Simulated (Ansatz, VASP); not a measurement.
**One calculation of InAs, two programs**

```xyz
2
Lattice="0.0000 3.0180 3.0180 3.0180 0.0000 3.0180 3.0180 3.0180 0.0000" Properties=species:S:1:pos:R:3 pbc="T T T"
In    0.0000    0.0000    0.0000
As    4.5270    4.5270    4.5270
```

Alike in both runs: task band structure; functional PBE; k mesh 8 × 8 × 8; occupations fermi-dirac, width 0.05 eV; no spin polarisation.

|  | VASP | Ansatz |
| --- | --- | --- |
| version | VASP 6.6.1 | Ansatz 0.2.0 |
| potentials or method | VASP PAW PBE potentials, release 64 (In_d_GW, As_GW) | Ansatz PAW |
| plane-wave cutoff (eV) | 550 | 420 |
| valence electrons in the cell | 18 | 28 |

```csv
,VASP,Ansatz,Ansatz less VASP
gap on the k mesh at the Fermi level (eV),none,none,-
pressure (GPa),4.3,4.3,-0.02
```

A gap of «none» marks a metal or a gap that the smearing closes. The functional is the same, so the differences come from potentials, cutoffs and numerics. The two sets of potentials don't hold the same shells in valence.

Caveats: spin-orbit coupling is left out, which moves the levels of the heavy elements; this crystal is a semiconductor, whose small gap the functional closes, so the metal is an error of the method.
